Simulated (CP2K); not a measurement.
# HgTe (Coloradoite) (F-43m) in CP2K: reference runs, part 2 of 2

CP2K 2026.2. The steps go on from the part before.

**3. Single point, PBEsol (atoms moved at random, drawn with an rms of 0.05 Å)**

File hgte_scf.inp:

```
&GLOBAL
  PROJECT hgte_scf
  RUN_TYPE ENERGY_FORCE
  PRINT_LEVEL LOW
&END GLOBAL
&FORCE_EVAL
  METHOD QS
  STRESS_TENSOR ANALYTICAL
  &DFT
    BASIS_SET_FILE_NAME BASIS_MOLOPT_UZH
    POTENTIAL_FILE_NAME POTENTIAL_UZH
    &MGRID
      CUTOFF 450
      REL_CUTOFF 60
      NGRIDS 5
    &END MGRID
    &QS
      METHOD GPW
      EPS_DEFAULT 1.0E-10
    &END QS
    &KPOINTS
      SCHEME MONKHORST-PACK 7 7 7
      GAMMA_CENTERED T
      SYMMETRY T
      SYMMETRY_BACKEND SPGLIB
    &END KPOINTS
    &SCF
      SCF_GUESS ATOMIC
      EPS_SCF 1.0E-6
      MAX_SCF 100
      ADDED_MOS 10
      CHOLESKY OFF
      EPS_EIGVAL 1.0E-7
      &DIAGONALIZATION ON
        ALGORITHM STANDARD
      &END DIAGONALIZATION
      &MIXING ON
        METHOD BROYDEN_MIXING
        ALPHA 0.4
        BETA 1.5
        NBUFFER 8
      &END MIXING
      &SMEAR ON
        METHOD FERMI_DIRAC
        ELECTRONIC_TEMPERATURE [K] 580.226
      &END SMEAR
    &END SCF
    &XC
      &XC_FUNCTIONAL
        &GGA_X_PBE_SOL
        &END GGA_X_PBE_SOL
        &GGA_C_PBE_SOL
        &END GGA_C_PBE_SOL
      &END XC_FUNCTIONAL
    &END XC
    &PRINT
      &KPOINTS ON
      &END KPOINTS
      &MULLIKEN ON
      &END MULLIKEN
      &MO ON
        ENERGIES T
        OCCUPATION_NUMBERS T
        &EACH
          QS_SCF 0
        &END EACH
        ADD_LAST NUMERIC
      &END MO
      &LOWDIN ON
      &END LOWDIN
      &HIRSHFELD ON
        SHAPE_FUNCTION DENSITY
      &END HIRSHFELD
    &END PRINT
  &END DFT
  &SUBSYS
    &CELL
      ABC 4.5459894962 4.5459894962 4.5459894962
      ALPHA_BETA_GAMMA 60.0000000000 60.0000000002 60.0000000003
      PERIODIC XYZ
    &END CELL
    &COORD
      SCALED
      Hg  -0.0026330000 0.0031470000 -0.0044180000
      Te  0.7487260000 0.7522630000 0.7492080000
    &END COORD
    &KIND Hg
      BASIS_SET TZVP-MOLOPT-PBE-GTH-q12
      POTENTIAL GTH-PBE-q12
    &END KIND
    &KIND Te
      BASIS_SET TZVP-MOLOPT-PBE-GTH-q6
      POTENTIAL GTH-PBE-q6
    &END KIND
    &PRINT
      &ATOMIC_COORDINATES ON
      &END ATOMIC_COORDINATES
      &CELL ON
      &END CELL
      &SYMMETRY ON
      &END SYMMETRY
    &END PRINT
  &END SUBSYS
  &PRINT
    &FORCES ON
    &END FORCES
    &STRESS_TENSOR ON
    &END STRESS_TENSOR
  &END PRINT
&END FORCE_EVAL
```

Potentials or basis: POTENTIAL_UZH Hg GTH-PBE-q12, Te GTH-PBE-q6; TZVP-MOLOPT-PBE-GTH basis.

Launch:

```
> OMP_NUM_THREADS=1 cp2k.psmp -i hgte_scf.inp -o hgte_scf.out
```

hgte_scf.out:

```text

 CP2K| version string:                                       CP2K version 2026.2
 CP2K| Input file name                                              hgte_scf.inp

 GLOBAL| Force Environment number                                              1
 GLOBAL| Basis set file name                                    BASIS_MOLOPT_UZH
 GLOBAL| Potential file name                                       POTENTIAL_UZH
 GLOBAL| MM Potential file name                                     MM_POTENTIAL
 GLOBAL| Coordinate file name                                      __STD_INPUT__
 GLOBAL| Method name                                                        CP2K
 GLOBAL| Project name                                                   hgte_scf
 GLOBAL| Run type                                                   ENERGY_FORCE
 GLOBAL| FFT library                                                       FFTW3
 GLOBAL| Diagonalization library                                       ScaLAPACK
 GLOBAL| Cholesky decomposition library                                ScaLAPACK
 GLOBAL| DGEMM library                                                      BLAS
 GLOBAL| Direct generalized diagonalization requested                          F
 GLOBAL| Matrix multiplication library                                 ScaLAPACK
 GLOBAL| Global print level                                                  LOW
 GLOBAL| Total number of message passing processes                             1
 GLOBAL| Number of threads for this process                                    1
 GLOBAL| CPU model name                          AMD EPYC 9R45 96-Core Processor

 CELL| Volume [angstrom^3]:                                            66.430923
 CELL| Vector a [angstrom]:       4.546     0.000     0.000   |a| =     4.545989
 CELL| Vector b [angstrom]:       2.273     3.937     0.000   |b| =     4.545989
 CELL| Vector c [angstrom]:       2.273     1.312     3.712   |c| =     4.545989
 CELL| Angle (b,c), alpha [degree]:                                    60.000000
 CELL| Angle (a,c), beta  [degree]:                                    60.000000
 CELL| Angle (a,b), gamma [degree]:                                    60.000000
 CELL| Numerically orthorhombic:                                              NO
 CELL| Periodicity                                                           XYZ

 CELL_REF| Volume [angstrom^3]:                                        66.430923
 CELL_REF| Vector a [angstrom     4.546     0.000     0.000   |a| =     4.545989
 CELL_REF| Vector b [angstrom     2.273     3.937     0.000   |b| =     4.545989
 CELL_REF| Vector c [angstrom     2.273     1.312     3.712   |c| =     4.545989
 CELL_REF| Angle (b,c), alpha [degree]:                                60.000000
 CELL_REF| Angle (a,c), beta  [degree]:                                60.000000
 CELL_REF| Angle (a,b), gamma [degree]:                                60.000000
 CELL_REF| Numerically orthorhombic:                                          NO
 CELL_REF| Periodicity                                                       XYZ

 GENERATE|  Preliminary Number of Bonds generated:                             0
 GENERATE|  Achieved consistency in connectivity generation.

 *******************************************************************************
 *******************************************************************************
 **            Copyright (C) by CP2K developers group (2000-2026)             **
 *******************************************************************************

 TOTAL NUMBERS AND MAXIMUM NUMBERS

  Total number of            - Atomic kinds:                                   2
                             - Atoms:                                          2
                             - Shell sets:                                     2
                             - Shells:                                        17
                             - Primitive Cartesian functions:                 10
                             - Cartesian basis functions:                     58
                             - Spherical basis functions:                     51

  Maximum angular momentum of- Orbital basis functions:                        3
                             - Local part of the GTH pseudopotential:          0
[... 110 lines left out ...]
     4 Broy./Diag. 0.40E+00    1.3     0.01806825       -49.1822142923  2.64E-01
     5 Broy./Diag. 0.40E+00    1.3     0.00140004       -49.1935027504 -1.13E-02
     6 Broy./Diag. 0.40E+00    1.3     0.00110517       -49.2074989287 -1.40E-02
     7 Broy./Diag. 0.40E+00    1.3     0.00070135       -49.1998221591  7.68E-03
     8 Broy./Diag. 0.40E+00    1.3     0.00093309       -49.1931423724  6.68E-03
     9 Broy./Diag. 0.40E+00    1.2     0.00007581       -49.1924029165  7.39E-04
    10 Broy./Diag. 0.40E+00    1.2     0.00007662       -49.1927763992 -3.73E-04
    11 Broy./Diag. 0.40E+00    1.2     0.00000995       -49.1926806240  9.58E-05
    12 Broy./Diag. 0.40E+00    1.3     0.00000482       -49.1927006365 -2.00E-05
    13 Broy./Diag. 0.40E+00    1.3     0.00000133       -49.1927074472 -6.81E-06
    14 Broy./Diag. 0.40E+00    1.2     0.00000029       -49.1927076013 -1.54E-07

  *** SCF run converged in    14 steps ***

  Electronic density on regular grids:        -17.9999999996        0.0000000004
  Core density on regular grids:               17.9999999967       -0.0000000033
  Total charge density on r-space grids:       -0.0000000029
  Total charge density g-space grids:          -0.0000000029

  Overlap energy of the core charge distribution:               0.00000000453360
  Self energy of the core charge distribution:                -88.92489058408499
  Core Hamiltonian energy:                                     25.40903355281943
  Hartree energy:                                              22.00460889905265
  Exchange-correlation energy:                                 -7.68143493531229
  Electronic entropic energy:                                  -0.00002453836356
  Fermi energy:                                                 0.15952660211833

  Total energy:                                               -49.19270760134835
  Total energy (extrapolated to T->0):                        -49.19269533216657

 MO| EIGENVALUES AND OCCUPATION NUMBERS FOR K POINT 1
 MO|
 MO|  Index      Eigenvalue [a.u.]        Eigenvalue [eV]             Occupation
 MO|      1              -0.267747              -7.285768               2.000000
 MO|      2              -0.110722              -3.012887               2.000000
 MO|      3              -0.110454              -3.005603               2.000000
 MO|      4              -0.094041              -2.558984               2.000000
 MO|      5              -0.093855              -2.553933               2.000000
 MO|      6              -0.090911              -2.473818               2.000000
[... 343 lines left out ...]
 MO|     18               0.693569              18.872962               0.000000
 MO|     19               0.739949              20.135023               0.000000
 MO| Sum:                                                              18.000000
 MO| E(Fermi):            0.159527 a.u.          4.340940 eV

 [... the levels of further k-points ...]

 !-----------------------------------------------------------------------------!
                     Mulliken Population Analysis

 #  Atom  Element  Kind  Atomic population                           Net charge
       1     Hg       1         11.735023                              0.264977
       2     Te       2          6.264977                             -0.264977
 # Total charge                             18.000000                 -0.000000

 !-----------------------------------------------------------------------------!

 !-----------------------------------------------------------------------------!
                           Hirshfeld Charges

  #Atom  Element  Kind  Ref Charge     Population                    Net charge
      1       Hg     1      12.000         11.875                         0.125
      2       Te     2       6.000          6.125                        -0.125

  Total Charge                                                            0.000
 !-----------------------------------------------------------------------------!

 LOWDIN POPULATION ANALYSIS

 #  Atom  Element  Kind  Atomic population                           Net charge
       1     Hg       1         13.549851                             -1.549851
       2     Te       2          4.450149                              1.549851
 # Total charge                             18.000000                 -0.000000

 ENERGY| Total FORCE_EVAL ( QS ) energy [hartree]            -49.192707798751194

 FORCES| Atomic forces [hartree/bohr]
 FORCES|   Atom     x               y               z               |f|
 FORCES|      1  1.22529278E-03  1.49221360E-04  1.26400296E-03   1.76672377E-03
 FORCES|      2 -1.22551218E-03 -1.48876840E-04 -1.26425424E-03   1.76702666E-03
 FORCES| Sum    -2.19409267E-07  3.44519662E-07 -2.51278782E-07
 FORCES| Total atomic force                                       4.79557349E-07

 STRESS| Analytical stress tensor [bar]
 STRESS|                        x                   y                   z
 STRESS|      x        3.57182075994E+04   1.98636163791E+03   1.36750076239E+03
 STRESS|      y        1.98636163791E+03   3.52650000915E+04   1.69001653459E+02
 STRESS|      z        1.36750076239E+03   1.69001653459E+02   3.11316100163E+04
 STRESS| 1/3 Trace                                             3.40382725691E+04
 STRESS| Determinant                                           3.90245732067E+13

 STRESS| Eigenvectors and eigenvalues of the analytical stress tensor [bar]
 STRESS|                        1                   2                   3
 STRESS| Eigenvalues   3.07201147380E+04   3.37037395453E+04   3.76909634239E+04
 STRESS|      x          -0.297568611966     -0.583063234485      0.755969698972
 STRESS|      y           0.094728270741      0.769899960606      0.631094767354
 STRESS|      z           0.949989197778     -0.259405696257      0.173865490695
```

Wall time 22 s (1 thread of AMD EPYC 9R45 (Zen 5), shared host); peak memory 0.4 GiB.

What came out:

| Quantity | Value |
| --- | --- |
| Free energy | -1338.6017 eV |
| Pressure | 3.4 GPa |
| Largest force | 0.091 eV/Å |
| Band gap on the k mesh | none (metal or under the smearing width) |
| Mulliken charges | Hg +0.26; Te -0.26 e |
| Hirshfeld charges | Hg +0.12; Te -0.12 e |

Forces in eV/Å, atoms in the order of the input:
```
Hg   0.063  0.008  0.065
Te  -0.063 -0.008 -0.065
```

Levels at points of the mesh, in eV from the Fermi level:
```csv
k point,band 6,band 7,band 8,band 9,band 10,band 11,band 12,band 13
"(0.00, 0.00, 0.00)",-6.92,-0.80,-0.05,-0.04,-0.03,4.05,4.06,4.08
```

Caveat: Mulliken charges move with the basis; the potentials were made for another functional, which shifts forces and pressure; the basis of atomic orbitals isn't converged, which shifts pressures, moduli and gaps. The run has no spin-orbit coupling, so splittings on Hg, Te are missing.
